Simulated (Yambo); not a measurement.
RbCl in Yambo: convergence with bands in self energy

Crystal: RbCl.

```
Rb Cl
1.0
     0.00000    3.27400    3.27400
     3.27400    0.00000    3.27400
     3.27400    3.27400    0.00000
Rb Cl
1 1
Direct
  0.00000 0.00000 0.00000
  0.50000 0.50000 0.50000
```

| Property | Result |
| --- | --- |
| Program | Yambo 5.3.0 |
| Task | G0W0 quasiparticle levels |
| Functional | PBEsol |
| Potentials or basis | PseudoDojo 0.4.1 SR PBEsol standard |
| Cutoff | 789 eV |
| Density cutoff | 3157 eV |
| k mesh | 6 × 6 × 6 |
| Occupations | fixed |
| Spin | no spin polarisation |
| k mesh of the self-consistent run | 8 × 8 × 8 |
| Random integration of the Coulomb term | yes |
| Direction of the field or of q to 0 | x + y + z |
| Broadening | 0.1 eV |
| States corrected | Γ and the k points of the band edges |
| Frequency dependence of W | plasmon pole |
| Terminator of the band sum in the self-energy | none |
| Quasiparticle equation | linearised (Newton) |
| Imaginary frequency of the plasmon-pole fit | 27.2114 eV |
| Bands in the response | 108 |
| Bands in the self-energy | 28 |
| Cutoff of the response matrix | 8 Ry |
| Cutoff of exchange and Vxc | 58 Ry |
| Bands corrected (first, last) | [8, 9] |

These are the settings of the first run; the series varies bands in self energy, with any setting tied to it.

```
bands in self energy  quasiparticle gap at the points computed (eV)
                  28                                          7.546
                  48                                          7.678
                 108                                          7.799
```

Not settled before the last step: the quasiparticle gap at the points computed (to 0.05 eV). The tightest run that finished is the yardstick and may itself not be fully converged.

Caveat, for the tightest run too: this version prints the column dSc/dw multiplied by 27.2.
